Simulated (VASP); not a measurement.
# BaS (Fm-3m) in VASP: notebook, part 2 of 2

VASP 6.6.1. Earlier steps stand in the parts before.

## 6. Single point, PBE

Input file INCAR:

```
SYSTEM = BaS
PREC = Accurate ; ENCUT = 520
EDIFF = 1E-6 ; ISMEAR = 0
SIGMA = 0.017 ; LREAL = .FALSE.
LASPH = .TRUE. ; NELM = 100
ALGO = Normal ; ISIF = 2
LWAVE = .FALSE. ; LCHARG = .TRUE.
GGA = PE ; LELF = .TRUE.
LVHAR = .TRUE. ; NBANDS = 15
```

Input file KPOINTS:

```
Automatic mesh
0
G
  7 7 7
  0 0 0
```

Input file POSCAR:

```
BaS
1.0
    0.0000000000      3.1937500000      3.1937500000
    3.1937500000      0.0000000000      3.1937500000
    3.1937500000      3.1937500000      0.0000000000
Ba S
1 1
Direct
    0.0000000000      0.0000000000      0.0000000000
    0.5000000000      0.5000000000      0.5000000000
```

Potentials or basis: VASP PAW PBE potentials, release 64 (Ba_sv, S).

Started as:

```sh
cat potpaw_PBE.64/Ba_sv/POTCAR potpaw_PBE.64/S/POTCAR > POTCAR
mpirun -np 1 vasp_std > vasp.out
```

OUTCAR:

```text
SYSTEM = BaS
   PREC = Accurate
   ENCUT = 520
   EDIFF = 1E-6
   ISMEAR = 0
   LREAL = .FALSE.
   LASPH = .TRUE.
   NELM = 100
   ISIF = 2
   GGA = PE

 ion  position               nearest neighbor table
   1  0.000  0.000  0.000-   2 3.19   2 3.19   2 3.19   2 3.19   2 3.19   2 3.19
   2  0.500  0.500  0.500-   1 3.19   1 3.19   1 3.19   1 3.19   1 3.19   1 3.19

  LATTYP: Found a face centered cubic cell.
 ALAT       =     6.3875000000

  Lattice vectors:

 A1 = (   0.0000000000,   3.1937500000,   3.1937500000)
 A2 = (   3.1937500000,   0.0000000000,   3.1937500000)
 A3 = (   3.1937500000,   3.1937500000,   0.0000000000)

Analysis of symmetry for initial positions (statically):
=====================================================================
 Subroutine PRICEL returns:
 Original cell was already a primitive cell.

 Routine SETGRP: Setting up the symmetry group for a
 face centered cubic supercell.

 Subroutine GETGRP returns: Found 48 space group operations
 (whereof 48 operations were pure point group operations)
 out of a pool of 48 trial point group operations.

The static configuration has the point symmetry O_h .

Analysis of symmetry for dynamics (positions and initial velocities):
=====================================================================
 Subroutine PRICEL returns:
 Original cell was already a primitive cell.

 Routine SETGRP: Setting up the symmetry group for a
 face centered cubic supercell.

 Subroutine GETGRP returns: Found 48 space group operations
 (whereof 48 operations were pure point group operations)
 out of a pool of 48 trial point group operations.

The dynamic configuration has the point symmetry O_h .

 Subroutine INISYM returns: Found 48 space group operations
 (whereof 48 operations are pure point group operations),
 and found     1 'primitive' translations

----------------------------------------------------------------------------------------

                                     Primitive cell

  volume of cell :      65.1527

  direct lattice vectors                    reciprocal lattice vectors
     0.000000000  3.193750000  3.193750000    -0.156555773  0.156555773  0.156555773
     3.193750000  0.000000000  3.193750000     0.156555773 -0.156555773  0.156555773
     3.193750000  3.193750000  0.000000000     0.156555773  0.156555773 -0.156555773

  length of vectors
     4.516644565  4.516644565  4.516644565     0.271162553  0.271162553  0.271162553

  position of ions in fractional coordinates (direct lattice)
     0.000000000  0.000000000  0.000000000
     0.500000000  0.500000000  0.500000000

  ion indices of the primitive-cell ions
   primitive index   ion index
                 1           1
                 2           2

----------------------------------------------------------------------------------------

 KPOINTS: Automatic mesh

Automatic generation of k-mesh.
 Grid dimensions read from file:
 generate k-points for:    7    7    7

 Generating k-lattice:

  Cartesian coordinates                     Fractional coordinates (reciprocal lattice)
    -0.022365110  0.022365110  0.022365110     0.142857143  0.000000000  0.000000000
     0.022365110 -0.022365110  0.022365110     0.000000000  0.142857143  0.000000000
     0.022365110  0.022365110 -0.022365110     0.000000000  0.000000000  0.142857143

  Length of vectors
[... 33 lines left out ...]
   number of dos      NEDOS =    301   number of ions     NIONS =      2
   total plane-waves  NPLWV =  46656
   dimension x,y,z NGX =    36 NGY =   36 NGZ =   36
   dimension x,y,z NGXF=    72 NGYF=   72 NGZF=   72
   ions per type =               1   1
   NGX,Y,Z   is equivalent  to a cutoff of  13.25, 13.25, 13.25 a.u.
   NGXF,Y,Z  is equivalent  to a cutoff of  26.50, 26.50, 26.50 a.u.
 SYSTEM =  BaS
   PREC   = accura    normal or accurate (medium, high low for compatibility)
   ISTART =      0    job   : 0-new  1-cont  2-samecut
   ICHARG =      2    charge: 1-file 2-atom 10-const
   ISPIN  =      1    spin polarized calculation?
   LNONCOLLINEAR =      F non collinear calculations
   LSORBIT =      F    spin-orbit coupling
   LASPH  =      T    aspherical Exc in radial PAW
   ENCUT  =  520.0 eV  38.22 Ry    6.18 a.u.   8.40  8.40  8.40*2*pi/ulx,y,z
   NELM   =    100;   NELMIN=  2; NELMDL= -5     # of ELM steps
   EDIFF  = 0.1E-05   stopping-criterion for ELM
   LREAL  =      F    real-space projection
   EDIFFG = 0.1E-04   stopping-criterion for IOM
   NSW    =      0    number of steps for IOM
   IBRION =     -1    ionic relax: 0-MD 1-quasi-New 2-CG
   NFREE  =      0    steps in history (QN), initial steepest desc. (CG)
   ISIF   =      2    stress and relaxation
   ISYM   =      2    0-nonsym 1-usesym 2-fastsym
   POTIM  = 0.5000    time-step for ionic-motion
   TEBEG  =    0.0;   TEEND  =   0.0 temperature during run
   PSTRESS=    0.0 pullay stress
   NELECT =      16.0000    total number of electrons
   NUPDOWN=      -1.0000    fix difference up-down
   EMIN   =  10.00;   EMAX   =-10.00  energy-range for DOS
   EFERMI =   0.00;   METHOD = LEGACY
   ISMEAR =     0;   SIGMA  =   0.02  broadening in eV -4-tet -1-fermi 0-gaus
   EFERMI_NEDOS =   21; number of points for ismear=-14 and -15
   IALGO  =     38    algorithm
   IMIX   =      4    mixing-type and parameters
     AMIX     =   0.40;   BMIX     =  1.00
     AMIX_MAG =   1.60;   BMIX_MAG =  1.00
  volume/ion in A,a.u.               =      32.58       219.84
  Fermi-wavevector in a.u.,A,eV,Ry     =   1.025189  1.937326 14.299891  1.051012
  Thomas-Fermi vector in A             =   2.159016
   LORBIT       =      0    0 simple, 1 ext, 2 COOP (PROOUT), +10 PAW based schemes
   GGA     = PE    functional components
   LHFCALC =     F    Hartree Fock is set to
   AEXX    =    0.0000 exact exchange contribution
   IVDW    =     0    specifies the selected vdW correction
   LEPSILON=     F    determine dielectric tensor
   LRPA    =     F    only Hartree local field effects (RPA)
 non-spin polarized calculation
 Gauss-broadening in eV      SIGMA  =   0.02
  energy-cutoff  :      520.00
  volume of cell :       65.15
 maximum number of plane-waves:      1807
 NGX is ok and might be reduce to    36
   NGX = 17   NGY = 17   NGZ = 17

 number of electron      16.0000001 magnetization

 Free energy of the ion-electron system (eV)
  ---------------------------------------------------
  ext. energy  EPLUGINS =         0.00000000
  ---------------------------------------------------
  free energy    TOTEN  =       -10.18472074 eV

  energy without entropy =      -10.18472074  energy(sigma->0) =      -10.18472074

 E-fermi :   1.5774     XC(G=0):  -8.6258

 val. band max:        1.4538157212   @ k =   0.0000   0.0000   0.0000
 cond. band min:       3.6204925867   @ k =   0.4286   0.4286   0.0000
 fundamental gap:      2.1666768655
 Fermi energy:         1.5773792380

 k-point     1 :       0.0000    0.0000    0.0000
  band No.  band energies     occupation
      1     -24.6207      2.00000
      2      -9.6763      2.00000
      3      -9.6763      2.00000
      4      -9.6763      2.00000
      5      -8.9066      2.00000
      6       1.4538      2.00000
      7       1.4538      2.00000
      8       1.4538      2.00000
      9       5.0535      0.00000
     10       5.3225      0.00000
     11       5.3225      0.00000
     12       5.3225      0.00000
     13       6.2482      0.00000
     14       6.2482      0.00000
[... 329 lines left out ...]
      2     -10.3132      2.00000
      3     -10.0371      2.00000
      4      -9.8909      2.00000
      5      -8.2358      2.00000
      6       0.3128      2.00000
      7       0.8650      2.00000
      8       0.9348      2.00000
      9       5.3864      0.00000
     10       6.2993      0.00000
     11       7.8671      0.00000
     12       8.5366      0.00000
     13       8.6793      0.00000
     14      10.6185      0.00000
     15      11.6462      0.00000

------------------------ aborting loop because EDIFF is reached ----------------------------------------

  FORCE on cell =-STRESS in cart. coord.  units (eV):
  Direction    XX          YY          ZZ          XY          YZ          ZX
  --------------------------------------------------------------------------------------
  -------------------------------------------------------------------------------------
  Total        0.5801922      0.5801922      0.5801922      0.0000000      0.0000000     -0.0000000
  in kB       14.2675610     14.2675610     14.2675610      0.0000000      0.0000000     -0.0000000
  external PRESSURE =      14.2675610 kB  Pullay stress =       0.0000000 kB

 VOLUME and BASIS-vectors are now :
 -----------------------------------------------------------------------------
  energy-cutoff  :      520.00
  volume of cell :       65.15
      direct lattice vectors                 reciprocal lattice vectors
     0.000000000  3.193750000  3.193750000    -0.156555773  0.156555773  0.156555773
     3.193750000  0.000000000  3.193750000     0.156555773 -0.156555773  0.156555773
     3.193750000  3.193750000  0.000000000     0.156555773  0.156555773 -0.156555773

 POSITION                                       TOTAL-FORCE (eV/Angst)
 -----------------------------------------------------------------------------------
      0.00000      0.00000      0.00000         0.000000      0.000000      0.000000
      3.19375      3.19375      3.19375        -0.000000     -0.000000     -0.000000
 -----------------------------------------------------------------------------------
    total drift:                                0.000000      0.000000      0.000000

  FREE ENERGIE OF THE ION-ELECTRON SYSTEM (eV)
  ---------------------------------------------------
  free  energy   TOTEN  =       -10.1847207445 eV

  energy  without entropy=      -10.1847207445  energy(sigma->0) =      -10.18472074
```

stdout:

```text
POSCAR found type information on POSCAR BaS
 POSCAR found :  2 types and       2 ions
 scaLAPACK will be used
 LDA part: xc-table for (Slater+PW92), standard interpolation
 POSCAR, INCAR and KPOINTS ok, starting setup
 FFT: planning ... GRIDC
 FFT: planning ... GRID_SOFT
 FFT: planning ... GRID
 WAVECAR not read
 entering main loop
```

Wall time 23 s (1 thread of Intel Xeon 8259CL, shared host); peak memory 0.21 GiB.

Results:

```
Free energy            : -10.1847 eV
Pressure               : 1.4 GPa
Band gap on the k mesh : 2.17 eV (least direct gap 2.31 eV)
```

Caveat: spin-orbit coupling is left out, which moves the levels of the heavy elements; an odd mesh through Γ misses points on the zone boundary, where band edges can lie.

## 7. Overview

| level | cell | k mesh | smearing | grid for exact exchange (PRECFOCK) | share of exact exchange | screening parameter | gap on the mesh (eV) | pressure (GPa) |
| --- | --- | --- | --- | --- | --- | --- | --- | --- |
| HSE06 | a = 4.517 Å, angles 60.0°, 2 atoms | 4 × 4 × 4 | fermi-dirac 0.02 eV | Normal | 0.25 | 0.2079 1/Å | 3.02 | 1.0 |
| PBE | a = 4.517 Å, angles 60.0°, 2 atoms | 7 × 7 × 7 | gaussian 0.026 eV | - | - | - | 2.17 | 1.4 |
| PBE | a = 4.517 Å, angles 60.0°, 2 atoms | 7 × 7 × 7 | gaussian 0.027 eV | - | - | - | 2.17 | 1.4 |
| PBEsol | a = 4.478 Å, angles 60.0°, 2 atoms | 7 × 7 × 7 | fermi-dirac 0.05 eV | - | - | - | 2.00 | 0.7 |
| PBE | a = 4.517 Å, angles 60.0°, 2 atoms | 7 × 7 × 7 | gaussian 0.017 eV | - | - | - | 2.17 | 1.4 |

Alike in all rows: task single point; potentials or basis VASP PAW PBE potentials, release 64 (Ba_sv, S); no spin polarisation; cutoff (eV) 520.

Caveats: some runs use coarse meshes; spin-orbit coupling is left out, which moves the levels of the heavy elements; an odd mesh through Γ misses points on the zone boundary, where band edges can lie (at least some runs); the PAW data sets were made with another functional, which shifts forces and pressure a little (at least some runs).

Absolute energies hang on the potentials; compare differences alone.

## 8. Comparison with measurements

Step 5. Measured gap of BaS: 3.806 eV (indirect; 2 K; a printed reference work, monograph, original work of 1988). This calculation gives 2.00 eV (-1.81 eV). Spin-orbit coupling on Ba is left out. The value is that of PBEsol on a finite k mesh, which can miss the band edges, without temperature or zero-point motion. Semilocal functionals fall short of measured gaps as a rule.
